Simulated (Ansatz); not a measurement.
Ideal-gas functions of maleic anhydride (`O=C1C=CC(=O)O1`) at 400 K and 1 bar, from an Ansatz frequency run at PBE0-D4/def2-TZVP.

Molar mass 98.06 g/mol, point group C2v (symmetry number 2), electronic degeneracy 1, moments of inertia 73.066, 202.529, 275.595 u Å². Harmonic wavenumbers (cm⁻¹, unscaled): 167, 266, 410, 568, 647, 652, 712, 796, 872, 895, 941, 997, 1076, 1080, 1300, 1337, 1676, 1877, 1942, 3257, 3278.

Use S(trans) = R[1.5 ln M + 2.5 ln T − 1.1517]; rotational temperatures θ = 24.2544 K / I; S(rot) = R[ln(√π/σ · √(T³/θAθBθC)) + 1.5]; for each mode x = 1.438777 ν̃/T, S = R[x/(eˣ − 1) − ln(1 − e⁻ˣ)] and H = RT x/(eˣ − 1); 1 cm⁻¹ = 0.0119627 kJ/mol; R = 8.31446 J/(mol·K).

Question: By hand: the entropy, in J/(mol·K).

Answer: Translation 172.2. Rotation: θ = 0.332, 0.1198, 0.088 K, giving 109.7. Vibration, mode by mode: 12.68, 8.99, 5.80, 3.68, 2.95, 2.90, 2.45, 1.93, 1.55, 1.45, 1.27, 1.08, 0.86, 0.85, 0.44, 0.40, 0.14, 0.08, 0.06, 0.00, 0.00, in all 49.6. Electronic 0.0. Sum 331.5 J/(mol·K).

Question: By hand: H − E and G − E in kJ/mol, counted from the electronic energy.

Answer: Zero-point energy ½ × 24746 × 0.0119627 = 148.0; thermal vibration 12.4; translation, rotation and pV give 4 RT = 13.3. H − E = 173.7 kJ/mol, and G − E = 173.7 − 400 × 331.5/1000 = 41.1 kJ/mol.

Vibration gives 15 % of the entropy.
